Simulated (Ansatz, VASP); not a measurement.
**Two plane-wave programs on ZnS**

```
CELL_PARAMETERS angstrom
0.00000 2.69451 2.69451
2.69451 0.00000 2.69451
2.69451 2.69451 0.00000
ATOMIC_POSITIONS crystal
Zn 0.00000 0.00000 0.00000
S 0.75000 0.75000 0.75000
```

Alike in both runs: functional r2SCAN; k mesh 8 × 8 × 8; occupations gaussian, width 0.02 eV; no spin polarisation.

Ansatz relaxed the structure, and its values are those at the end. VASP's run is a single point on that final structure, the one shown.

```csv
,VASP,Ansatz
version,VASP 6.6.1,Ansatz 0.2.0
potentials or method,"VASP PAW PBE potentials, release 64 (Zn, S)","scalar-relativistic, plane waves, PAW"
plane-wave cutoff (eV),520,500
valence electrons in the cell,18,18
```

```tsv
	VASP	Ansatz	Ansatz less VASP
gap on the k mesh at the Fermi level (eV)	2.71	2.70	-0.010
least direct gap on the mesh (eV)	2.71	2.70	-0.010
pressure (GPa)	0.0	0.0	-0.03
```

The functional is the same, so the differences come from potentials, cutoffs and numerics.

Caveats: the PAW data sets were made with another functional, which shifts forces and pressure a little (VASP). r2SCAN opens gaps a little over a GGA but as a rule still falls short of measured ones.
